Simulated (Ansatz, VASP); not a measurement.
# BP: VASP beside Ansatz

```
B P
1.0
     2.70805    0.00000    0.00000
     0.00000    2.70805    0.00000
     0.00000    0.00000    2.70805
B P
1 1
Direct
  0.00000 0.00000 0.00000
  0.50000 0.50000 0.50000
```

Alike in both runs: task single point; functional r2SCAN; k mesh 6 × 6 × 6; no spin polarisation.

|  | VASP | Ansatz |
| --- | --- | --- |
| version | VASP 6.6.1 | Ansatz 0.2.0 |
| potentials or method | VASP PAW PBE potentials, release 64 (B, P) | plane waves |
| plane-wave cutoff (eV) | 520 | 500 |
| occupations | gaussian, width 0.01 eV | fixed |
| valence electrons in the cell | 8 | 8 |

Ansatz gave:

```
pressure (GPa) : 9.1
```

Problem. Which values does VASP return?

Solution. Pressure (GPa): 3.9.

Ansatz warned: «band_overlap_at_count».

Caveats: the k mesh is coarse (spacing up to 0.39 Å⁻¹), so the values aren't converged; the PAW data sets were made with another functional, which shifts forces and pressure a little (VASP).
